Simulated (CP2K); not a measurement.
Pb under changes of volume

One of the cells (31.034 Å³/atom); the others are scaled copies at fixed shape and fractional positions:

```
Pb
1.0
     3.42887    0.00000    0.00000
    -1.14296    3.23277    0.00000
    -1.14296   -1.61639    2.79966
Pb
1
Direct
  0.00000 0.00000 0.00000
```

This isn't the form of Pb at room conditions, which is fcc.

* Program: CP2K 2026.2
* Functional: PBE
* Potentials or basis: POTENTIAL_UZH Pb GTH-PBE-q4; TZVP-MOLOPT-PBE-GTH basis
* Density cutoff: 6123 eV
* k mesh: 9 × 9 × 9
* Occupations: fermi-dirac, width 0.05 eV
* Spin: no spin polarisation

| volume (Å³/atom) | energy over the lowest point (meV/atom) | pressure (GPa) |
| --- | --- | --- |
| 29.172 | 40.81 | 4.9 |
| 29.792 | 24.23 | 3.7 |
| 30.413 | 12.20 | 2.5 |
| 31.034 | 4.35 | 1.5 |
| 31.654 | 0.41 | 0.6 |
| 32.275 | 0.00 | -0.2 |
| 32.896 | ? | ? |

What does the run at 32.896 Å³/atom give?

Energy over the lowest point 2.72 meV/atom; pressure -1.0 GPa.

Worked out: A Birch-Murnaghan fit of order 3 (a polynomial in V^(-2/3)) to the other rows has its minimum at 32.04 Å³/atom with B0 = V·E''(V) = 45 GPa and B' = 3.2. It gives 2.89 meV/atom at 32.896 Å³/atom, against the run's 2.72, and -dE/dV = -1.1 GPa, against -1.0.

Energies are extrapolated to zero smearing.

Caveats: the basis of atomic orbitals isn't converged, which shifts pressures, moduli and gaps.
